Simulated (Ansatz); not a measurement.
Born–Oppenheimer molecular dynamics of a periodic cell of 16 atoms, Si (start crystal Si, start structure diamond, volume 1.15 times the crystal's). It goes on from the last frame of an earlier run, with new velocities.

Theory: Ansatz 0.2.0, DFT PBE, scalar-relativistic, plane waves, PAW. Settings: accuracy low, cutoff 200 eV, k mesh 2x2x2, fermi-dirac smearing 0.36 eV, no spin polarisation.

```
ensemble        : NPT, Langevin
time step       : 1.5 fs
steps asked     : 200
set temperature : 2940 K
friction        : 0.005 /fs
pressure        : 5 GPa
seed            : 460800
```

Frames 7.5 fs apart, positions in Å, forces in eV/Å.

Velocities at 30.0 fs (Å/ps):

```
Si 4.60 15.98 5.21
Si -11.96 -7.33 2.33
Si 5.91 4.61 2.87
Si 0.93 -7.00 -14.96
Si 9.81 19.25 -17.60
Si -9.70 -0.45 5.37
Si 8.22 2.42 7.84
Si -5.16 6.85 3.67
Si -1.22 -14.77 -7.14
Si -8.86 0.43 1.90
Si -5.19 11.68 -6.20
Si 13.52 -10.45 5.32
Si -0.62 -19.19 -1.26
Si -2.29 -20.78 2.00
Si 1.32 -24.10 -0.24
Si 6.76 -9.37 3.49
```

```xyz
16
Lattice="0.0000 5.6356 5.6356 5.6356 0.0000 5.6356 5.6356 5.6356 0.0000" Properties=species:S:1:pos:R:3:forces:R:3 time_fs=30.0 energy_less_start_eV=0.944 T=3082
Si 0.290 -1.004 0.585 1.25 1.33 -0.86
Si 1.236 1.325 0.187 -0.45 -0.66 0.33
Si 3.456 1.521 -0.959 -2.30 1.97 2.83
Si 4.278 3.231 1.239 -1.04 -1.10 -0.34
Si 1.930 0.710 2.900 -4.06 4.16 -0.96
Si 3.901 1.029 4.353 0.76 1.20 0.81
Si 5.961 2.108 2.626 -1.59 1.00 1.38
Si 6.601 4.106 3.839 0.05 0.57 0.12
Si -0.276 1.998 2.025 1.04 2.74 -2.21
Si 0.200 4.555 3.097 0.09 -1.09 0.28
Si 2.673 4.617 2.449 0.26 -0.70 0.44
Si 4.987 6.239 3.559 2.02 -4.16 0.29
Si 3.440 4.600 4.717 0.29 0.00 0.37
Si 3.324 4.891 8.637 3.26 -5.00 -0.35
Si 5.170 5.859 6.788 -0.98 -0.23 -0.75
Si 7.437 6.520 7.125 1.38 -0.02 -1.38
16
Lattice="0.0000 5.6208 5.6208 5.6208 0.0000 5.6208 5.6208 5.6208 0.0000" Properties=species:S:1:pos:R:3:forces:R:3 time_fs=37.5 energy_less_start_eV=-0.625 T=3849
Si 0.344 -0.881 0.611 0.37 -0.06 -0.35
Si 1.137 1.266 0.192 0.59 0.10 -0.50
Si 3.457 1.570 -0.910 -0.90 0.82 1.60
Si 4.284 3.169 1.119 -0.53 -0.62 -0.02
Si 1.958 0.876 2.737 -0.80 1.06 -0.50
Si 3.820 1.031 4.386 0.42 0.65 0.24
Si 5.995 2.135 2.667 -1.45 0.14 0.39
Si 6.534 4.144 3.846 0.57 0.43 0.12
Si -0.257 1.915 1.962 -0.07 2.06 -0.86
Si 0.129 4.536 3.105 0.47 -1.09 0.49
Si 2.653 4.680 2.394 1.32 -2.80 1.42
Si 5.100 6.102 3.600 0.53 -2.11 0.45
Si 3.413 4.439 4.700 0.16 0.35 0.18
Si 3.315 4.710 8.625 0.12 -1.51 0.17
Si 5.172 5.666 6.734 -0.55 0.34 -0.93
Si 7.504 6.447 7.114 -0.26 2.24 -1.91
16
Lattice="0.0000 5.6056 5.6056 5.6056 0.0000 5.6056 5.6056 5.6056 0.0000" Properties=species:S:1:pos:R:3:forces:R:3 time_fs=45.0 energy_less_start_eV=-0.378 T=3447
Si 0.409 -0.778 0.617 -0.63 -2.57 0.25
Si 1.043 1.212 0.187 1.89 2.03 -2.00
Si 3.448 1.647 -0.843 -0.13 -0.12 0.48
Si 4.306 3.099 1.003 -0.04 0.04 0.71
Si 1.980 1.052 2.572 0.68 -0.40 0.24
Si 3.750 1.056 4.418 0.13 0.30 -0.20
Si 6.001 2.160 2.706 -1.19 -0.38 -0.16
Si 6.484 4.172 3.870 1.90 -1.28 0.33
Si -0.238 1.887 1.898 -1.20 1.31 1.02
Si 0.052 4.484 3.140 0.79 -0.71 0.21
Si 2.689 4.685 2.370 1.56 -3.64 1.74
Si 5.213 5.923 3.663 -1.49 1.33 -0.25
Si 3.381 4.255 4.684 0.13 0.31 0.12
Si 3.302 4.503 8.594 -1.16 0.29 0.31
Si 5.180 5.498 6.628 -0.15 0.34 -0.80
Si 7.582 6.426 7.076 -1.10 3.16 -2.01
16
Lattice="0.0000 5.5882 5.5882 5.5882 0.0000 5.5882 5.5882 5.5882 0.0000" Properties=species:S:1:pos:R:3:forces:R:3 time_fs=52.5 energy_less_start_eV=0.380 T=3136
Si 0.477 -0.721 0.632 -1.06 -4.53 0.90
Si 0.989 1.191 0.136 2.21 3.84 -2.84
Si 3.395 1.694 -0.757 -0.02 -0.68 -0.39
Si 4.338 3.053 0.904 0.35 0.69 1.63
Si 2.035 1.215 2.445 0.80 -0.50 0.44
Si 3.680 1.071 4.460 -0.05 0.34 -0.25
Si 5.990 2.188 2.733 -0.97 -0.64 -0.43
Si 6.470 4.176 3.899 3.85 -3.96 0.61
Si -0.263 1.882 1.842 -1.34 0.83 1.72
Si -0.020 4.396 3.171 0.89 -0.37 -0.13
Si 2.755 4.598 2.386 0.58 -1.61 0.26
Si 5.278 5.780 3.722 -3.79 4.71 -0.81
Si 3.350 4.087 4.635 0.30 0.02 0.47
Si 3.258 4.294 8.525 -1.33 0.47 0.26
Si 5.145 5.352 6.519 0.02 0.26 -0.55
Si 7.631 6.490 6.999 -0.43 1.11 -0.88
16
Lattice="0.0000 5.5672 5.5672 5.5672 0.0000 5.5672 5.5672 5.5672 0.0000" Properties=species:S:1:pos:R:3:forces:R:3 time_fs=60.0 energy_less_start_eV=-0.422 T=4026
Si 0.539 -0.747 0.672 -0.24 -2.85 0.68
Si 0.971 1.248 0.033 0.88 2.37 -2.04
Si 3.312 1.710 -0.690 -0.14 -0.95 -1.15
Si 4.369 2.987 0.822 0.70 1.25 2.38
Si 2.105 1.396 2.309 0.62 -0.12 0.42
Si 3.621 1.097 4.499 -0.20 0.60 -0.24
Si 5.954 2.193 2.769 -0.83 -0.99 -0.69
Si 6.531 4.104 3.936 2.72 -2.42 0.63
Si -0.328 1.876 1.816 -0.83 0.47 1.39
Si -0.087 4.295 3.180 0.76 -0.22 -0.33
Si 2.822 4.458 2.406 0.00 -0.12 -1.03
Si 5.274 5.752 3.778 -2.97 3.37 -0.75
Si 3.302 3.927 4.607 0.45 -0.23 1.02
Si 3.188 4.099 8.455 -1.04 0.07 0.07
Si 5.099 5.192 6.409 -0.05 0.10 -0.40
Si 7.660 6.589 6.892 0.18 -0.34 0.02
16
Lattice="0.0000 5.5438 5.5438 5.5438 0.0000 5.5438 5.5438 5.5438 0.0000" Properties=species:S:1:pos:R:3:forces:R:3 time_fs=67.5 energy_less_start_eV=-1.462 T=4492
Si 0.594 -0.821 0.739 0.51 -0.64 0.07
Si 0.977 1.349 -0.140 -0.84 0.41 -0.50
Si 3.227 1.712 -0.640 0.21 -0.89 -1.61
Si 4.376 2.924 0.795 0.94 1.41 2.48
Si 2.196 1.569 2.148 0.40 0.20 0.28
Si 3.546 1.104 4.512 -0.24 0.71 -0.24
Si 5.912 2.164 2.772 -0.64 -1.12 -0.74
Si 6.661 3.985 3.954 -0.32 0.09 1.14
Si -0.403 1.886 1.809 -0.17 0.20 0.66
Si -0.144 4.207 3.188 0.15 -0.13 -0.59
Si 2.897 4.318 2.400 -0.19 0.31 -1.32
Si 5.210 5.795 3.825 -1.09 0.73 -0.55
Si 3.261 3.756 4.604 0.46 -0.24 1.28
Si 3.062 3.917 8.360 0.58 -0.24 -0.66
Si 5.042 5.044 6.286 -0.25 -0.20 -0.17
Si 7.680 6.673 6.767 0.48 -0.59 0.45
16
Lattice="0.0000 5.5173 5.5173 5.5173 0.0000 5.5173 5.5173 5.5173 0.0000" Properties=species:S:1:pos:R:3:forces:R:3 time_fs=75.0 energy_less_start_eV=-1.649 T=4389
Si 0.647 -0.908 0.798 0.83 0.20 -0.27
Si 0.984 1.447 -0.324 -2.23 -0.36 0.63
Si 3.155 1.696 -0.629 1.51 -0.41 -1.43
Si 4.387 2.886 0.820 0.87 0.93 1.57
Si 2.320 1.746 1.975 -0.05 -0.12 0.32
Si 3.453 1.128 4.511 0.00 0.31 -0.50
Si 5.858 2.098 2.757 -0.28 -0.93 -0.74
Si 6.756 3.864 3.972 -2.68 0.87 2.38
Si -0.468 1.893 1.837 0.04 0.08 0.06
Si -0.187 4.145 3.189 -0.23 -0.04 -0.76
Si 2.928 4.189 2.350 -0.28 0.62 -0.42
Si 5.113 5.854 3.852 -0.36 -0.24 -0.36
Si 3.234 3.583 4.665 0.29 0.41 0.71
Si 2.940 3.726 8.242 2.45 -0.51 -2.03
Si 5.000 4.902 6.173 -0.33 -0.45 -0.07
Si 7.723 6.722 6.647 0.46 -0.34 0.93
16
Lattice="0.0000 5.4883 5.4883 5.4883 0.0000 5.4883 5.4883 5.4883 0.0000" Properties=species:S:1:pos:R:3:forces:R:3 time_fs=82.5 energy_less_start_eV=-1.337 T=4199
Si 0.703 -0.980 0.837 0.95 0.40 -0.33
Si 0.942 1.521 -0.487 -2.31 -0.88 1.56
Si 3.127 1.653 -0.646 1.90 -0.03 -0.98
Si 4.421 2.868 0.870 1.32 0.55 0.05
Si 2.484 1.903 1.787 -1.31 -1.85 0.73
Si 3.338 1.151 4.520 0.66 -1.14 -1.61
Si 5.824 2.024 2.741 0.03 -0.54 -1.08
Si 6.800 3.775 4.067 -2.12 1.14 1.93
Si -0.534 1.910 1.863 -0.01 -0.03 -0.32
Si -0.229 4.101 3.169 -0.25 0.07 -0.79
Si 2.942 4.077 2.312 -0.22 1.97 0.74
Si 5.019 5.893 3.858 -0.10 -0.47 -0.31
Si 3.236 3.399 4.773 -0.02 1.84 0.21
Si 2.885 3.524 8.095 1.74 -0.49 -1.92
Si 4.937 4.772 6.064 -0.21 -0.52 0.08
Si 7.781 6.751 6.537 -0.04 -0.03 2.04
16
Lattice="0.0000 5.4577 5.4577 5.4577 0.0000 5.4577 5.4577 5.4577 0.0000" Properties=species:S:1:pos:R:3:forces:R:3 time_fs=90.0 energy_less_start_eV=-0.054 T=3473
Si 0.779 -1.062 0.850 1.23 0.70 -0.38
Si 0.874 1.562 -0.611 -1.55 -1.90 2.65
Si 3.138 1.615 -0.684 0.77 0.26 -0.68
Si 4.494 2.872 0.911 2.20 0.63 -1.29
Si 2.623 2.026 1.602 -3.19 -4.30 0.84
Si 3.233 1.141 4.487 1.09 -2.73 -3.31
Si 5.787 1.977 2.711 0.18 -0.36 -1.71
Si 6.791 3.713 4.183 -0.46 1.73 0.48
Si -0.603 1.913 1.895 0.42 -0.30 -0.62
Si -0.271 4.059 3.154 -0.24 0.16 -0.75
Si 2.940 4.000 2.274 -0.07 3.94 1.83
Si 4.931 5.912 3.859 0.43 -0.81 -0.36
Si 3.240 3.256 4.887 -0.48 2.97 -0.01
Si 2.867 3.315 7.905 0.10 0.36 -0.42
Si 4.848 4.639 5.965 0.31 -0.16 0.46
Si 7.838 6.748 6.454 -0.76 -0.19 3.27
16
Lattice="0.0000 5.4276 5.4276 5.4276 0.0000 5.4276 5.4276 5.4276 0.0000" Properties=species:S:1:pos:R:3:forces:R:3 time_fs=97.5 energy_less_start_eV=1.181 T=2963
Si 0.874 -1.137 0.846 1.95 1.50 -0.49
Si 0.803 1.562 -0.700 -0.88 -2.56 3.33
Si 3.175 1.575 -0.708 -0.89 0.73 -0.45
Si 4.603 2.896 0.906 1.20 0.29 -1.61
Si 2.711 2.070 1.472 -3.55 -4.69 0.74
Si 3.130 1.103 4.390 0.61 -2.75 -3.31
Si 5.754 1.929 2.651 0.31 -0.27 -2.05
Si 6.765 3.690 4.293 0.40 1.91 -0.18
Si -0.654 1.915 1.929 1.66 -1.14 -0.75
Si -0.311 3.995 3.152 -0.27 0.32 -0.66
Si 2.945 3.972 2.258 0.06 4.29 2.00
Si 4.887 5.904 3.890 1.40 -1.21 -0.91
Si 3.218 3.162 5.028 -1.33 2.39 -0.55
Si 2.849 3.119 7.697 -1.02 2.54 1.53
Si 4.772 4.518 5.857 1.39 0.68 1.25
Si 7.860 6.727 6.444 -1.04 -2.02 2.11
16
Lattice="0.0000 5.4002 5.4002 5.4002 0.0000 5.4002 5.4002 5.4002 0.0000" Properties=species:S:1:pos:R:3:forces:R:3 time_fs=105.0 energy_less_start_eV=1.847 T=2790
Si 0.998 -1.162 0.819 2.39 2.39 -0.64
Si 0.740 1.503 -0.728 -0.61 -2.02 2.55
Si 3.197 1.548 -0.737 -1.87 1.12 -0.70
Si 4.737 2.908 0.891 -1.44 0.02 -1.85
Si 2.752 2.038 1.370 -2.50 -2.26 1.65
Si 3.040 1.016 4.258 0.21 -1.21 -1.89
Si 5.724 1.883 2.552 0.88 -0.82 -0.54
Si 6.759 3.689 4.406 0.48 1.21 -0.10
Si -0.652 1.879 1.913 2.53 -1.45 -0.48
Si -0.340 3.950 3.160 -0.34 0.32 -0.69
Si 2.926 4.009 2.296 0.12 2.31 0.92
Si 4.892 5.873 3.929 2.22 -1.41 -1.43
Si 3.165 3.128 5.169 -2.69 0.01 -2.54
Si 2.802 2.942 7.510 -1.04 5.93 4.73
Si 4.703 4.419 5.787 2.97 1.85 1.93
Si 7.878 6.643 6.470 -1.31 -5.97 -0.92
16
Lattice="0.0000 5.3764 5.3764 5.3764 0.0000 5.3764 5.3764 5.3764 0.0000" Properties=species:S:1:pos:R:3:forces:R:3 time_fs=112.5 energy_less_start_eV=1.079 T=2867
Si 1.158 -1.143 0.796 1.24 2.66 -0.56
Si 0.691 1.413 -0.724 -0.44 -1.04 1.39
Si 3.193 1.542 -0.777 -1.54 0.90 -1.72
Si 4.810 2.939 0.857 -2.54 0.76 -2.28
Si 2.767 1.959 1.285 -1.86 -0.10 3.11
Si 2.974 0.928 4.095 0.06 -0.35 -0.70
Si 5.683 1.822 2.431 1.41 -1.73 1.21
Si 6.745 3.704 4.547 0.47 0.42 -0.03
Si -0.586 1.817 1.888 1.79 -1.00 -0.41
Si -0.381 3.905 3.142 -0.34 0.35 -0.70
Si 2.898 4.103 2.361 0.17 0.54 -0.08
Si 4.938 5.830 3.934 1.99 -1.20 -1.30
Si 3.074 3.113 5.256 -2.08 -0.91 -4.41
Si 2.733 2.856 7.417 -0.43 5.30 6.30
Si 4.692 4.364 5.772 2.87 1.74 1.86
Si 7.872 6.474 6.473 -0.75 -6.34 -1.70
```

Of the whole run (300 fs, mean temperature of the second half 3281 K): The conserved energy stayed within 0.57 meV per atom of its start (net change 0.11 meV per atom), so the integration is sound. The mean temperature of the second half is 12 % above the set value. A run of 0.3 ps of so small a system gives no equilibrium averages. The plane-wave cutoff is below what these datasets need, so energies and pressures aren't converged. Limits of this set-up: coarse k mesh, low accuracy level. The cell's volume went from 368 to 312 Å³.

Run time: 8.1 min on 1 thread of Arm Neoverse V1, on a shared host, peak memory 0.41 GiB.
